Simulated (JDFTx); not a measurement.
Wanted: the native input for a JDFTx 1.7.0 (patched build) run.

- Task: single point
- Functional: PBE
- Potentials or basis: PseudoDojo-SR-PBE-0.5-standard with smoothed tails
- Cutoff: 1116 eV
- Density cutoff: 8925 eV
- k mesh: 10 × 10 × 9
- Occupations: fermi-dirac, width 0.05 eV
- Spin: no spin polarisation
- Hubbard terms: W d U = 3 eV
- Local potential set to -Z/r beyond: 6 bohr
- Bands: 15
- Density cutoff over wavefunction cutoff: 8
- Max SCF steps: 100
- SCF threshold on the energy: 1e-09 Ha
- Solver of the electrons: scf
- Further solve for the empty bands: yes
- Hubbard projectors: atomic pseudo-orbitals, not orthogonalised

The system is WC (Qusongite).

```
W C
1.0
     2.90650    0.00000    0.00000
    -1.45325    2.51710    0.00000
     0.00000    0.00000    2.83660
W C
1 1
Direct
  0.00000 0.00000 0.00000
  0.66667 0.33333 0.50000
```

The input as run:

WC.in

```
lattice \
    2.9065000000    -1.4532500000     0.0000000000 \
    0.0000000000     2.5171028361     0.0000000000 \
    0.0000000000     0.0000000000     2.8366000000
latt-scale 1.889726124626 1.889726124626 1.889726124626
coords-type Lattice
ion W      0.0000000000     0.0000000000     0.0000000000 1
ion C      0.6666666667     0.3333333333     0.5000000000 1

ion-species pseudo/W.upf
ion-species pseudo/C.upf
elec-cutoff 41 328
elec-ex-corr gga-PBE
kpoint-folding 10 10 9
elec-smearing Fermi 0.0018374661
elec-n-bands 15
add-U W d 0.110248
electronic-SCF nIterations 100 energyDiffThreshold 1e-09
electronic-minimize nIterations 30 energyDiffThreshold 1e-7
converge-empty-states yes
forces-output-coords Cartesian

dump-name run.$VAR
dump End Ecomponents EigStats BandEigs Kpoints Forces Stress RhoAtom
```

Potentials or basis: PseudoDojo-SR-PBE-0.5-standard with smoothed tails.

The run is started by

```console
$ jdftx -c 1 -i WC.in -o WC.out
```

It gave:

| Property | Result |
| --- | --- |
| Pressure | -2.5 GPa |
| Band gap on the k mesh | none (metal or under the smearing width) |
| Loewdin charges | W +0.73; C -0.65 e |

Caveat: U without spin polarisation on a metal has little footing; the U is typed as a test and isn't derived for this compound.

Run time: 61 s on 1 thread of Intel(R) Xeon(R) Processor @ 2.70GHz, on a shared host, peak memory 0.15 GiB.
